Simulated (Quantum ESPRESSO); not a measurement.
## BN: changing the choice of potentials or basis

```
N B
1.0
     0.00000    1.81300    1.81300
     1.81300    0.00000    1.81300
     1.81300    1.81300    0.00000
N B
1 1
Cartesian
  0.9065 0.9065 0.9065
  0.0000 0.0000 0.0000
```

The cell is a database's computed one, not the measured one.

Kept alike: task phonons; functional PBE; k mesh 8 × 8 × 8, shifted; occupations fermi-dirac, width 0.05 eV; no spin polarisation. Program: Quantum ESPRESSO. Cutoffs run from 612 to 1197 eV. The mesh is that of the run's cell of 2 atoms. No spin-orbit coupling.

| choice of potentials or basis | electronic dielectric constant (mean of the diagonal) |
| --- | --- |
| GBRV 1.5 PBE | 4.61 |
| JTH 2.0 PBE | 4.62 |
| PseudoDojo 0.4 SR PBE stringent | 4.55 |
| PseudoDojo 0.4.1 SR PBE standard | 4.55 |
| SPMS 1.0 PBE | 4.55 |
| SSSP 1.3 efficiency PBE | 4.61 |

Runs of this series that gave no sound value for these columns are left out.

Task: What does the choice of potentials or basis change here?

Result: The electronic dielectric constant runs from 4.55 (PseudoDojo 0.4 SR PBE stringent; PseudoDojo 0.4.1 SR PBE standard; SPMS 1.0 PBE) to 4.62 mean of the diagonal (JTH 2.0 PBE).

The choice of potentials barely affects the electronic screening of cubic BN, but the small spread is not random. The three norm-conserving sets agree at 4.55, while the ultrasoft and projector-augmented ones lie together at 4.61 to 4.62. This grouping suggests a link to how the augmentation charge enters the field response, although differences in cutoff or in the construction of the potentials could also contribute.

The low constant itself reflects the bonding. Short, strong, partly ionic sp3 bonds built from compact 2p orbitals separate the filled bonding states widely from the empty antibonding ones, so the valence charge polarises only weakly. All the potentials describe these same valence states, which is why the response is so insensitive to the choice.

Agreement between the sets shows consistency, not accuracy: a semilocal functional underestimates the gap and tends to overestimate the screening, an error that all rows share. Nor does the close agreement in this purely electronic quantity establish equal agreement in the phonon frequencies or the Born effective charges.
